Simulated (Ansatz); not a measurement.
## Relativity in GaSb

```
CELL_PARAMETERS angstrom
0.00000 3.05900 3.05900
3.05900 0.00000 3.05900
3.05900 3.05900 0.00000
ATOMIC_POSITIONS crystal
Ga 0.00000 0.00000 0.00000
Sb 0.75000 0.75000 0.75000
```

Atoms are numbered in the order listed.

The cell is COD entry 9008847, as deposited and not checked against the literature; nothing was relaxed. It differs from other determinations.

One fixed cell is solved with PBE by full-potential LAPW in Ansatz 0.2.0 under different relativistic treatments. Pressure is positive in compression.

Numerical set-up: a Γ-centred 12×12×12 k mesh, Fermi–Dirac smearing of 0.08 eV, basis error target 1 meV/atom, no spin polarisation.

Gaps under 0.4 eV may close at points that the mesh misses.

```json
{"setting": "scalar-relativistic", "P (GPa)": "2.34"}
{"setting": "non-relativistic", "P (GPa)": "2.95"}
{"setting": "with spin–orbit coupling", "P (GPa)": "2.37"}
{"setting": "scalar-relativistic, inner shells corrected to Dirac", "P (GPa)": "2.35"}
```
